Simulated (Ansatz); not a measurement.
# Al3Cu2: do energies and stresses tell the same story?

Theory: DFT PBEsol, scalar-relativistic, plane waves, PAW in Ansatz.

Cutoff 420 eV; k points 12×12×8 on the computed 5-atom cell (Γ-centred); Gaussian smearing, width 0.10 eV; no spin polarisation.

Relaxed cell: P-3m1, a = 4.099 Å, b = 4.099 Å, c = 4.982 Å, α = 90.00°, β = 90.00°, γ = 120.00°, 5 atoms in the primitive cell. Whether it is the stable form of this composition wasn't checked.

Energies at zero smearing and pressures from the stress tensor, at volumes with shape and atoms relaxed:
```json
{"V (Å³/atom)": "12.756", "E − E(first) (meV/atom)": "0.00", "P (GPa)": "19.41"}
{"V (Å³/atom)": "13.191", "E − E(first) (meV/atom)": "-44.10", "P (GPa)": "13.28"}
{"V (Å³/atom)": "13.626", "E − E(first) (meV/atom)": "-72.86", "P (GPa)": "8.08"}
{"V (Å³/atom)": "14.061", "E − E(first) (meV/atom)": "-88.60", "P (GPa)": "3.68"}
{"V (Å³/atom)": "14.496", "E − E(first) (meV/atom)": "-93.36", "P (GPa)": "-0.03"}
{"V (Å³/atom)": "14.931", "E − E(first) (meV/atom)": "-88.86", "P (GPa)": "-3.13"}
{"V (Å³/atom)": "15.366", "E − E(first) (meV/atom)": "-76.66", "P (GPa)": "-5.71"}
{"V (Å³/atom)": "15.945", "E − E(first) (meV/atom)": "-50.65", "P (GPa)": "-8.52"}
```

Problem. Check P = −dE/dV between neighbouring volumes, and get the bulk modulus from the pressures alone.

Solution. With 1 eV/Å³ = 160.2 GPa:
```csv
middle V (Å³/atom),−ΔE/ΔV (GPa),mean P (GPa)
12.974,16.248,16.344
13.409,10.594,10.677
13.843,5.799,5.881
14.278,1.754,1.828
14.713,-1.657,-1.578
15.148,-4.493,-4.422
15.655,-7.188,-7.117
```

The two differ by 0.10 GPa at most. The mean of two end pressures misses the average over a step by about ΔV² P″/12, up to 0.08 GPa here; with that taken off 0.04 GPa remains. The stress is the derivative of the free energy, not of the energy at zero smearing, and with free energies 0.01 GPa remains. Around V = 14.496 Å³/atom, the two neighbours give B = −V ΔP/ΔV = 14.496 × 6.81 / 0.870 = 113.6 GPa, against B0 = 112.7 GPa from the Birch–Murnaghan fit of the energies.